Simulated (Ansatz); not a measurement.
**KI, response to strain**

Take KI in the rock salt structure (space group Fm-3m, No. 225; a = 7.006 Å) as the base. Axes: x, y, z lie along the cube axes.

Strains are applied to the cell and any free atomic positions relax.

Computed with PBEsol, PAW, 420 eV (Ansatz, a quantum-chemistry and plane-wave program; without spin-orbit coupling).

Notes on the quantities. pressure: mean of the normal stresses, compression positive.

```json
[
 {"case": "base", "band gap": "3.87 eV", "pressure": "0.01 GPa", "volume per atom": "42.98 Å³"},
 {"case": "uniaxial strain ε_zz = −3.00 %", "band gap": "3.93 eV", "pressure": "0.45 GPa", "volume per atom": "41.69 Å³"},
 {"case": "uniaxial strain ε_zz = −2.50 %", "band gap": "3.92 eV", "pressure": "0.36 GPa", "volume per atom": "41.90 Å³"},
 {"case": "uniaxial strain ε_zz = −2.00 %", "band gap": "3.91 eV", "pressure": "0.28 GPa", "volume per atom": "42.12 Å³"},
 {"case": "uniaxial strain ε_zz = −1.50 %", "band gap": "3.90 eV", "pressure": "0.21 GPa", "volume per atom": "42.33 Å³"},
 {"case": "uniaxial strain ε_zz = −1.00 %", "band gap": "3.89 eV", "pressure": "0.14 GPa", "volume per atom": "42.55 Å³"},
 {"case": "uniaxial strain ε_zz = +0.50 %", "band gap": "___", "pressure": "-0.05 GPa", "volume per atom": "43.19 Å³"},
 {"case": "uniaxial strain ε_zz = +1.50 %", "band gap": "3.84 eV", "pressure": "-0.16 GPa", "volume per atom": "43.62 Å³"},
 {"case": "uniaxial strain ε_zz = +2.50 %", "band gap": "3.82 eV", "pressure": "-0.25 GPa", "volume per atom": "44.05 Å³"},
 {"case": "uniaxial strain ε_zz = +3.00 %", "band gap": "3.81 eV", "pressure": "-0.30 GPa", "volume per atom": "44.27 Å³"}
]
```

Q: Fill in the withheld entries from the trend.

A: 
- uniaxial strain ε_zz = +0.50 %, band gap: 3.86 eV

With I present, leaving out spin-orbit coupling can change the band edges. Stability against distortions was not tested.
